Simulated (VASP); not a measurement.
A VASP 6.6.1 single-point calculation on MgS

INCAR

```
NSW = 0
ENCUT = 520
LASPH = .TRUE.
SIGMA = 0.02
IBRION = -1
LREAL = .FALSE.
PREC = Accurate
LCHARG = .FALSE.
NELM = 74
EDIFF = 1E-7
NBANDS = 11
GGA = PE
LWAVE = .FALSE.
ISMEAR = -1
ISIF = 2
```

KPOINTS

```
KPOINTS created by Atomic Simulation Environment
0
Gamma
8 8 8
0 0 0
```

POSCAR

```
Mg S
 1.0000000000000000
     2.8308770000000001    0.0000000000000000    2.8308770000000001
     0.0000000000000000    2.8308770000000001    2.8308770000000001
     2.8308770000000001    2.8308770000000001    0.0000000000000000
 Mg  S
   1   1
Cartesian
  0.0000000000000000  0.0000000000000000 -0.0000000000000000
  1.4154384999999998  1.4154384999999998  1.4154384999999998
```

The recommended PBE PAW datasets give the neutral cell 8 valence electrons.

Command

```
mpirun -np 1 vasp_std
```

Standard output (part)

```
|     EEEEEEE  RRRRRR   RRRRRR   OOOOOOO  RRRRRR      ###     ###     ###     |
|     E        R     R  R     R  O     O  R     R     ###     ###     ###     |
|     E        R     R  R     R  O     O  R     R     ###     ###     ###     |
|     EEEEE    RRRRRR   RRRRRR   O     O  RRRRRR       #       #       #      |
|     E        R    R   R    R   O     O  R    R      ###     ###     ###     |
|     EEEEEEE  R     R  R     R  OOOOOOO  R     R     ###     ###     ###     |
|     ERROR: the triple product of the basis vectors is negative exchange     |
|     two basis vectors                                                       |
|       ---->  I REFUSE TO CONTINUE WITH THIS SICK JOB ... BYE!!! <----       |
```

VASP stopped before the first electronic step.

What is wrong with this input?

Left-handed cell vectors. VASP stopped before the first electronic step.
